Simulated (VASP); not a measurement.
Crystal: InSe.

```
CELL_PARAMETERS angstrom
5.82639 -2.05465 0.00000
5.82639 2.05465 0.00000
-1.72323 0.00000 4.77135
ATOMIC_POSITIONS crystal
In 0.88820 0.88820 0.04684
In 0.11180 0.11180 0.95316
Se 0.66093 0.66093 0.66896
Se 0.33907 0.33907 0.33104
```

The cell comes from a database or a generator and needn't be the stable form of this composition.

```yaml
Program: VASP 6.6.1
Task: single point
Functional: PBE
Potentials_or_basis: VASP PAW PBE potentials, release 64 (In_d, Se)
Cutoff: 520 eV
k_mesh: 7 × 7 × 6
Occupations: fermi-dirac, width 0.05 eV
Spin: no spin polarisation
```

On this cell: pressure 1.5 GPa; largest force 0.252 eV/Å; band gap on the k mesh 1.14 eV, indirect (least direct gap 1.22 eV).

The same run follows on a disturbed copy (atoms moved at random, drawn with an rms of 0.05 Å):

```
In Se
1.0
     5.82639   -2.05465    0.00000
     5.82639    2.05465    0.00000
    -1.72323    0.00000    4.77135
In Se
2 2
Direct
  0.88724 0.89220 0.04834
  0.11415 0.11690 0.94926
  0.65427 0.66400 0.67205
  0.34810 0.33740 0.33682
```

Q: What changes?

A: The energy moves by +6.4 meV/atom; pressure 1.8 GPa; largest force 0.591 eV/Å; band gap on the k mesh 1.02 eV, indirect (least direct gap 1.15 eV).

Forces on the atoms (eV/Å):
```
In   0.242 -0.123 -0.074
In  -0.446  0.067  0.381
Se   0.354 -0.123 -0.436
Se  -0.150  0.180  0.129
```

Stress tensor (GPa, compression positive):
```
 1.16 -0.26 -0.50
-0.26  2.47  0.55
-0.50  0.55  1.68
```

Caveats: spin-orbit coupling is left out, which moves the levels of the heavy elements; an odd mesh through Γ misses points on the zone boundary, where band edges often lie.
